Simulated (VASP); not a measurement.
# A vacancy on the Co site in a supercell of CoSn, part 5 of 5

How easily does a vacancy on the Co site form in CoSn? The host is relaxed first, then a supercell is run with and without the defect. The start is a computed cell from the Materials Project.

VASP 6.6.1, plane waves and PAW; the level of theory is named at each step.

So far, formation energy of the neutral defect (eV): step 7 (putting the energies together) 0.672.

## (8) Defect, other settings

This step: PBE, spin-polarised from a ferromagnetic start; plane waves and PAW (Sn, Co) (VASP 6.6.1).

The run is repeated with some settings moved, to see what they change.

The input, INCAR:

```
SYSTEM = Co11Sn12
PREC = Normal
ENCUT = 300
EDIFF = 1E-05
NELM = 120
ISMEAR = 1
SIGMA = 0.2
LREAL = Auto
ALGO = Fast
GGA = PE
NBANDS = 121
ISPIN = 2
MAGMOM = 0 0 0 0 0 0 0 0 0 0 0 0 2 2 2 2 2 2 2 2 2 2 2
LASPH = .TRUE.
LMAXMIX = 4
LORBIT = 11
LWAVE = .FALSE.
LCHARG = .FALSE.
KPAR = 4
ISYM = 0
NELECT = 148
KSPACING = 0.4
```

The input, POSCAR:

```
Co11Sn12
1.0
   -7.9368269659      4.5823291853      4.2231746987
    7.9368269659     -4.5823291853      4.2231746987
    2.6456089887      4.5823291853     -4.2231746987
Sn Co
12 11
Direct
    0.9994954687      0.0007709207      0.0002663894
    0.5007753554      0.5001824612      0.0009578166
    0.4992246446      0.9998175388      0.4990421834
    0.0005045313      0.4992290793      0.4997336106
    0.5831475309      0.4165151950      0.4997801245
    0.0832649296      0.9166325937      0.4997801245
    0.0830079286      0.4151729082      0.0029470068
    0.5877740985      0.9199390782      0.0029470068
    0.4122259015      0.5800609218      0.4970529932
    0.9169920714      0.0848270918      0.4970529932
    0.9167350704      0.5833674063      0.0002198755
    0.4168524691      0.0834848050      0.0002198755
    0.5000000000      0.7500000000      0.2500000000
    0.5000000000      0.2500000000      0.7500000000
    0.0000000000      0.7500000000      0.7500000000
    0.2489211767      0.2499380193      0.4988591960
    0.7501704253      0.7501815480      0.5003519733
    0.7510788233      0.2500619807      0.0011408040
    0.2498295747      0.7498184520      0.9996480267
    0.2512452129      0.9996324859      0.2508776988
    0.7487547871      0.5003675141      0.2491223012
    0.7525760869      0.0007433514      0.7533194384
    0.2474239131      0.4992566486      0.7466805616
```

The input, KPOINTS:

```
Automatic mesh
0
Monkhorst-Pack
4 4 4
0 0 0
```

Potentials, in the order of the species: Sn and Co (PBE family, release 64).

Command:

```
$ mpirun -np 4 vasp_std
```

What it wrote:

```text
[... set-up lines as in an earlier step ...]
 entering main loop
       N       E                     dE             d eps       ncg     rms          rms(c)
DAV:   1     0.796187630870E+03    0.79619E+03   -0.39912E+04 15488   0.792E+02
DAV:   2    -0.543420613513E+02   -0.85053E+03   -0.78855E+03 15649   0.231E+02
DAV:   3    -0.122425087510E+03   -0.68083E+02   -0.61951E+02 17806   0.779E+01
DAV:   4    -0.124371228847E+03   -0.19461E+01   -0.19238E+01 17536   0.138E+01
DAV:   5    -0.124408992952E+03   -0.37764E-01   -0.37753E-01 19504   0.165E+00BRMIX: very serious problems
 the old and the new charge density differ
 old charge density:   147.00000 new  148.00002
BRMIX: very serious problems
 the old and the new charge density differ
 old charge density:   147.00000 new  148.00002
BRMIX: very serious problems
 the old and the new charge density differ
 old charge density:   147.00000 new  148.00002
BRMIX: very serious problems
 the old and the new charge density differ
 old charge density:   147.00000 new  148.00002
    0.305E+01
RMM:   6    -0.141902514946E+03   -0.17494E+02   -0.10966E+02 16605   0.441E+01    0.450E+01
RMM:   7    -0.117933240197E+03    0.23969E+02   -0.38426E+01 15530   0.275E+01    0.135E+01
RMM:   8    -0.130571314058E+03   -0.12638E+02   -0.71474E+00 16573   0.100E+01    0.485E+01
RMM:   9    -0.120290312118E+03    0.10281E+02   -0.87353E+00 16350   0.127E+01    0.225E+01
RMM:  10    -0.118057828909E+03    0.22325E+01   -0.22952E+00 16440   0.604E+00    0.845E+00
RMM:  11    -0.119111735447E+03   -0.10539E+01   -0.15246E+00 16740   0.471E+00    0.149E+01
RMM:  12    -0.117979643605E+03    0.11321E+01   -0.88254E-01 16285   0.416E+00    0.341E+00
RMM:  13    -0.118208702256E+03   -0.22906E+00   -0.25847E-01 17118   0.190E+00    0.610E+00
RMM:  14    -0.118024005569E+03    0.18470E+00   -0.16981E-01 16680   0.173E+00    0.174E+00
RMM:  15    -0.118088537484E+03   -0.64532E-01   -0.69584E-02 17202   0.966E-01    0.343E+00
RMM:  16    -0.118031201229E+03    0.57336E-01   -0.47921E-02 16833   0.922E-01    0.659E-01
RMM:  17    -0.118046837738E+03   -0.15637E-01   -0.14697E-02 17487   0.432E-01    0.166E+00
RMM:  18    -0.118032138325E+03    0.14699E-01   -0.87320E-03 16867   0.400E-01    0.245E-01
RMM:  19    -0.118034450486E+03   -0.23122E-02   -0.23334E-03 17722   0.166E-01    0.562E-01
RMM:  20    -0.118032946553E+03    0.15039E-02   -0.14206E-03 17361   0.157E-01    0.112E-01
RMM:  21    -0.118033490826E+03   -0.54427E-03   -0.53848E-04 17858   0.775E-02    0.267E-01
RMM:  22    -0.118033188107E+03    0.30272E-03   -0.32686E-04 17203   0.740E-02    0.759E-02
RMM:  23    -0.118033294210E+03   -0.10610E-03   -0.12768E-04 18075   0.323E-02    0.726E-02
RMM:  24    -0.118033313590E+03   -0.19380E-04   -0.53947E-05 16286   0.253E-02    0.637E-02
RMM:  25    -0.118033390754E+03   -0.77165E-04   -0.14830E-04 18295   0.371E-02    0.468E-02
RMM:  26    -0.118033415849E+03   -0.25095E-04   -0.24835E-05 12907   0.158E-02    0.447E-02
RMM:  27    -0.118033453929E+03   -0.38079E-04   -0.87763E-05 15890   0.283E-02    0.289E-02
RMM:  28    -0.118033484253E+03   -0.30324E-04   -0.14601E-04 17298   0.352E-02    0.199E-02
RMM:  29    -0.118033503597E+03   -0.19344E-04   -0.87363E-05 16158   0.280E-02    0.123E-02
RMM:  30    -0.118033516836E+03   -0.13239E-04   -0.28404E-05 12237   0.155E-02    0.674E-03
RMM:  31    -0.118033522374E+03   -0.55384E-05   -0.77500E-06  9178   0.697E-03
   1 F= -.11803352E+03 E0= -.11805610E+03  d E =0.677261E-01  mag=     0.0028
```

Elapsed: 7.5 min, on 4 MPI ranks of AMD EPYC 9R45, shared host; peak memory 3.6 GiB; 25 min of CPU time.

OUTCAR, selected parts (step 8):

```text
NELECT = 148

 ion  position               nearest neighbor table
   1  0.999  0.001  0.000-  22 2.61  16 2.64  17 2.65  15 2.66  20 2.67   7 3.68   8 3.68   9 3.69
                            10 3.69   6 3.72   5 3.72   5 3.72   6 3.72  12 3.72  11 3.72   9 3.74
   2  0.501  0.500  0.001-  21 2.62  17 2.64  14 2.64  13 2.65  16 2.66  23 2.68   5 3.71   6 3.71
                            11 3.71  12 3.71   6 3.72   5 3.72   9 3.72  10 3.72   7 3.72   8 3.72
   3  0.499  1.000  0.499-  20 2.62  19 2.64  14 2.64  13 2.65  18 2.66  22 2.68  12 3.71  11 3.71
                             6 3.71   5 3.71  11 3.72  12 3.72   8 3.72   7 3.72  10 3.72   9 3.72
   4  0.001  0.499  0.500-  23 2.61  18 2.64  19 2.65  15 2.66  21 2.67  10 3.68   9 3.68   8 3.69
                             7 3.69  11 3.72  12 3.72  12 3.72  11 3.72   5 3.72   6 3.72   8 3.74
   5  0.583  0.417  0.500-  21 2.60  17 2.61  14 2.61  15 2.61  20 2.61  16 2.61  12 3.05  11 3.06
                             9 3.07   2 3.71   3 3.71   2 3.72   1 3.72   1 3.72   4 3.72
   6  0.083  0.917  0.500-  21 2.60  17 2.61  14 2.61  15 2.61  20 2.61  16 2.61  11 3.05  12 3.06
                            10 3.07   2 3.71   3 3.71   2 3.72   1 3.72   1 3.72   4 3.72
   7  0.083  0.415  0.003-  22 2.59  18 2.59  13 2.61  19 2.63  23 2.63   9 3.02  11 3.07  10 3.07
                             1 3.68   4 3.69   3 3.72   2 3.72   3 3.72   4 3.74
   8  0.588  0.920  0.003-  22 2.59  18 2.59  13 2.61  19 2.63  23 2.63  10 3.02  12 3.07   9 3.07
                             1 3.68   4 3.69   3 3.72   2 3.72   3 3.72   4 3.74
   9  0.412  0.580  0.497-  23 2.59  16 2.59  13 2.61  17 2.63  22 2.63   7 3.02   5 3.07   8 3.07
                             4 3.68   1 3.69   2 3.72   3 3.72   2 3.72   1 3.74
  10  0.917  0.085  0.497-  23 2.59  16 2.59  13 2.61  17 2.63  22 2.63   8 3.02   6 3.07   7 3.07
                             4 3.68   1 3.69   2 3.72   3 3.72   2 3.72   1 3.74
  11  0.917  0.583  0.000-  20 2.60  19 2.61  14 2.61  15 2.61  21 2.61  18 2.61   6 3.05   5 3.06
                             7 3.07   3 3.71   2 3.71   3 3.72   4 3.72   4 3.72   1 3.72
  12  0.417  0.083  0.000-  20 2.60  19 2.61  14 2.61  15 2.61  21 2.61  18 2.61   5 3.05   6 3.06
                             8 3.07   3 3.71   2 3.71   3 3.72   4 3.72   4 3.72   1 3.72
  13  0.500  0.750  0.250-   8 2.61   9 2.61   7 2.61  10 2.61  17 2.65  19 2.65   2 2.65   3 2.65
[...]
23  0.247  0.499  0.747-   9 2.59  10 2.59   4 2.61   8 2.63   7 2.63  19 2.64  16 2.65  13 2.66
                             2 2.68

   k-points           NKPTS =     32   k-points in BZ     NKDIM =     32   number of bands    NBANDS=    121

 E-fermi :   7.4540

 spin component 1
 k-point     1 :       0.1250    0.1250    0.1250
  band No.  band energies     occupation
    ...
     70       7.0781      1.01157
     71       7.1124      1.01821
     72       7.1514      1.02709
     73       7.1728      1.03155
     74       7.1878      1.03396
     75       7.6654     -0.03007
     76       7.8390     -0.01011
     77       7.9374     -0.00166
     78       8.0359     -0.00015
     79       8.0808     -0.00004
    ...

 k-point     2 :       0.1250    0.1250   -0.3750
  band No.  band energies     occupation
    ...
     70       7.0781      1.01157
     71       7.1124      1.01821
     72       7.1514      1.02709
     73       7.1728      1.03155
     74       7.1878      1.03396
     75       7.6654     -0.03007
     76       7.8390     -0.01010
     77       7.9374     -0.00166
     78       8.0359     -0.00015
     79       8.0808     -0.00004
    ...

  Total       10.2599184      9.1841821      8.8130848      0.0126540      0.0905103      0.0509997
  in kB       40.1340986     35.9261014     34.4744666      0.0494992      0.3540524      0.1994973
  external PRESSURE =      36.8448889 kB  Pullay stress =       0.0000000 kB

 POSITION                                       TOTAL-FORCE (eV/Angst)
 -----------------------------------------------------------------------------------
     -7.92600      4.57771      4.22317         0.025953      0.002753      0.000459
     -0.00217      0.00711      4.22317         0.011381     -0.055869     -0.003007
      5.29339     -0.00711      4.22317        -0.011375      0.055878      0.003007
      5.28039      0.00462      0.00000        -0.025953     -0.002759     -0.000459
     -0.00031      3.05372      2.11109         0.030611     -0.005865     -0.002450
      7.93652     -1.52861      2.11208         0.029886     -0.009043      0.002762
      2.64413     -1.50859      2.09146        -0.034014     -0.017781     -0.006015
      2.64413     -1.50859      6.35489        -0.036055     -0.020794      0.010774
      2.64709      1.50859      2.09146         0.036066      0.020786     -0.010763
     -5.28974      6.09091      2.13172         0.034024      0.017774      0.006005
     -2.64530      1.52861      6.33427        -0.029896      0.009048     -0.002776
     -2.64530      1.52861      2.11208        -0.030622      0.005870      0.002464
      2.64561      0.00000      4.22317         0.000000     -0.000010     -0.000000
      0.00000      4.58233      0.00000         0.000000      0.000006     -0.000001
      7.93683      0.00000      0.00000        -0.000007      0.000007     -0.000000
      1.32786      2.28128      0.00000        -0.030636     -0.033325     -0.000167
      1.32382      2.29273      4.22317        -0.018774     -0.000589      0.000737
     -3.97347      2.30105      4.22317         0.030651      0.033332      0.000167
      6.61300      2.28960      0.00000         0.018768      0.000583     -0.000737
      6.60354     -2.27975      4.22317        -0.013456      0.010434      0.000054
     -1.31233      2.27975      4.22317         0.013437     -0.010437     -0.000053
     -3.97418      6.89710     -0.00000        -0.031401      0.062687      0.000275
      3.97418      2.26756      0.00000         0.031413     -0.062685     -0.000275
 -----------------------------------------------------------------------------------
    total drift:                               -0.000003      0.000008     -0.000002

  FREE ENERGIE OF THE ION-ELECTRON SYSTEM (eV)
  ---------------------------------------------------
  free  energy   TOTEN  =      -118.0335223744 eV

  energy  without entropy=     -118.1012484633  energy(sigma->0) =     -118.05609774

 magnetization (x)
# of ion       s       p       d       tot
------------------------------------------
    1       -0.000  -0.000  -0.000  -0.000
    2       -0.000  -0.000  -0.000  -0.000
    3       -0.000  -0.000  -0.000  -0.000
    4       -0.000  -0.000  -0.000  -0.000
    5       -0.000  -0.000  -0.000  -0.000
    6       -0.000  -0.000  -0.000  -0.000
    7       -0.000  -0.000  -0.000  -0.000
    8       -0.000  -0.000  -0.000  -0.000
    9       -0.000  -0.000  -0.000  -0.000
   10       -0.000  -0.000  -0.000  -0.000
   11       -0.000  -0.000  -0.000  -0.000
   12       -0.000  -0.000  -0.000  -0.000
   13       -0.000  -0.000   0.001   0.001
   14       -0.000  -0.000   0.000   0.000
   15       -0.000  -0.000  -0.000  -0.000
   16       -0.000  -0.000  -0.000  -0.000
   17        0.000  -0.000   0.000   0.000
   18       -0.000  -0.000  -0.000  -0.000
   19        0.000  -0.000   0.000   0.000
   20        0.000   0.000   0.000   0.000
   21        0.000   0.000   0.000   0.000
   22       -0.000  -0.000   0.001   0.001
   23       -0.000  -0.000   0.001   0.001
--------------------------------------------------
tot         -0.000  -0.000   0.002   0.002

[... 3 parts as in an earlier step ...]

[... 14 further parts left out ...]
```

Settings moved on purpose: NELECT = 148. The run ended without an error; the comparison shows what it cost.

The two runs differ by 1.00 electrons, so their total energies can't be compared.

## (9) What came out

| Quantity | Value |
| --- | --- |
| formation energy at charge 0 | 0.672 eV |
| host formation enthalpy | -0.128 eV/atom |

**Reading.** A vacancy on the Co site costs 0.67 eV, with every exchanged atom at the energy of its element. The 10 first neighbours (Co and Sn) lie 2.63 Å from the site on average (2.61 to 2.65) in the perfect crystal and 2.61 Å on average after the relaxation (-0.7 %). With metallic smearing the value can move by tenths of an eV with the k mesh. The supercell of 24 atoms is small, so interactions between images remain.

[Lines on the potential files, build, host, timing and source positions are cut from VASP's logs without a mark.]

[Logs are printed without paths, hosts, clocks, repeated set-up lines and the standing remarks that a program may print on its own settings, such as how far it seeks lower states.]

[Hosts, paths, dates, database ids (printed as entryN), source tags and the programs' standing remarks are cut or masked in the printed files.]

[In band tables of VASP the shares of atoms and orbitals are scaled to a sum of 1 inside the atoms' spheres.]

[Runs that stopped without an error message from VASP are left out.]
